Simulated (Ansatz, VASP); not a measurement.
## Two plane-wave programs on NaCl

```
Na Cl
1.0
     3.66401    0.00000    0.00000
     0.00000    3.66401    0.00000
     0.00000    0.00000    3.45955
Na Cl
1 1
Direct
  0.00000 0.00000 0.00000
  0.50000 0.50000 0.50000
```

Change from the starting cell: biaxial_xy strain +5.9%.

Alike in both runs: task single point; functional r2SCAN; k mesh 8 × 8 × 8; no spin polarisation.

```csv
,VASP,Ansatz
version,VASP 6.6.1,Ansatz 0.2.0
potentials or method,"VASP PAW PBE potentials, release 64 (Na_pv, Cl)","plane waves, PAW"
plane-wave cutoff (eV),520,500
occupations,"gaussian, width 0.01 eV",fixed
valence electrons in the cell,14,16
```

Ansatz gave:

| Quantity | Value |
| --- | --- |
| gap on the k mesh at the Fermi level (eV) | 4.24 |
| pressure (GPa) | -2.5 |
| largest component of the traceless stress (GPa) | 2.74 |

Task: Estimate VASP's values.

Result: gap on the k mesh at the Fermi level (eV): 4.27; pressure (GPa): -2.6; largest component of the traceless stress (GPa): 2.75.

The two sets of potentials don't hold the same shells in valence.

Caveats: the PAW data sets were made with another functional, which shifts forces and pressure a little (VASP). A k mesh can miss the band edges.
